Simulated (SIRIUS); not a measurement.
Runs of SIRIUS 7.12.0 on BaTiO3 (Barioperovskite). Symmetry: Amm2, No. 38, orthorhombic system. Conventional cell: a = 3.986 Å, b = 5.674 Å, c = 5.690 Å, α = 90.00°, β = 90.00°, γ = 90.00°. Ba (site symmetry mm2) is surrounded by 12 O at 2.77 to 2.92 Å. Ti (site symmetry mm2) has 6 O at 1.93 to 2.09 Å as nearest neighbours. Around O (site symmetry m) lie 2 Ti at 1.93 to 2.09 Å. Around O (site symmetry mm2) lie 2 Ti at 2.00 Å. 

| task | cell | k mesh | pressure | energy tol | density tol | mixer | mixing beta | mesh quality | gap on the mesh (eV) | pressure (GPa) | largest force (eV/Å) |
| --- | --- | --- | --- | --- | --- | --- | --- | --- | --- | --- | --- |
| relaxation of cell and atoms | relaxed to 20 GPa | 3 × 3 × 3 | 20 | 1e-08 Ha | 1e-06 | anderson | 0.7 | coarse | (a) | 20.0 | 0.01 |
| relaxation of cell and atoms | relaxed to 5 GPa | 3 × 3 × 3 | 5 | 1e-08 Ha | 1e-06 | anderson | 0.7 | coarse | 2.71 | 4.9 | 0.01 |
| relaxation of cell and atoms | relaxed | 3 × 3 × 3 | 0 | 1e-08 Ha | 1e-06 | anderson | 0.7 | coarse | 2.88 | 0.0 | 0.01 |
| relaxation of cell and atoms | relaxed to 10 GPa | 3 × 3 × 3 | 10 | 1e-08 Ha | 1e-06 | anderson | 0.7 | coarse | 2.61 | 10.0 | 0.01 |
| relaxation of cell and atoms | relaxed to 30 GPa | 3 × 3 × 3 | 30 | 1e-08 Ha | 1e-06 | anderson | 0.7 | coarse | (b) | 29.9 | 0.01 |

Alike in all rows: level PBE; potentials or basis PseudoDojo 0.4.1 PBE standard (scalar relativistic); no spin polarisation; cutoff (eV) 1152; smearing fermi-dirac 0.05 eV.

Q: Fill in the values left out.

A: (a) 2.39; (b) 2.27.

Caveats: all runs use coarse meshes; this release of the barium file is off; spin-orbit coupling is left out, which moves the levels of the heavy elements; an odd mesh through Γ misses points on the zone boundary, where band edges often lie.

A k mesh can miss the band edges, and the runs leave out spin-orbit coupling on Ba.
